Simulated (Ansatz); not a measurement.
**ZrS2 (CdI2 type): gap against strain (isotropic on every length)**

ZrS2 in the CdI2-type structure, relaxed with r2SCAN+rVV10 in the PAW code Ansatz, then strained (isotropic on every length; changes of length per length, axes as in the cell below) with the atoms relaxed again within the symmetry that is left. It is trigonal, P-3m1 (No. 164); a = 3.674 Å, c = 5.857 Å in the conventional setting, 22.83 Å³ an atom. Zr has 6 S at 2.57 Å; S has 3 Zr at 2.57 Å. The values are computed, spin-unpolarised, and not measurements.

```
Zr S
1.0
     3.67440    0.00000    0.00000
    -1.83720    3.18212    0.00000
     0.00000    0.00000    5.85686
Zr S
1 2
Direct
  0.00000 0.00000 0.00000
  0.33333 0.66667 0.24623
  0.66667 0.33333 0.75377
```

Gaps are the least over each mesh (PBE 12×12×4, r2SCAN 12×12×4, HSE06 6×6×4 when unstrained) and the special points, which keep their unstrained names.

```
strain (%)  gap, PBE (eV)  gap, r2SCAN (eV)  gap, HSE06 (eV)            edges, HSE06
      -4.0          0.317             0.606            1.019                   Γ → L
      -3.0          0.477             0.772            1.206                   Γ → L
      -2.0          0.624             0.923            1.376  (-0.031, 0.005, 0) → L
       0.0          0.877             1.181            1.667          Γ–M (0.17) → L
      +1.0          0.981             1.287            1.785  (-0.109, 0.052, 0) → L
      +1.5          1.030             1.336            1.840          Γ–K (0.17) → L
     +1.65          1.044             1.351            1.856  (-0.120, 0.057, 0) → L
      +2.0          1.076             1.383            1.893          Γ–K (0.19) → L
      +3.0          1.159             1.468            1.987          Γ–K (0.20) → L
      +4.0          1.232             1.542            2.069  (-0.078, 0.151, 0) → L
```

Between zero and the nearest strains the slope of the HSE06 gap against strain is +0.145 eV per percent for negative and +0.119 for positive strain.

Where an edge lies off the special points, it is a point of the mesh or the k point where a search put PBE's edge or least direct gap, reused for the other functionals, whose own edges may lie a little apart.

Coordinates of k points refer to the reciprocal vectors of the primitive cell of the runs.

The meshes of the hybrids are coarse, so their gaps aren't converged to the digits shown.
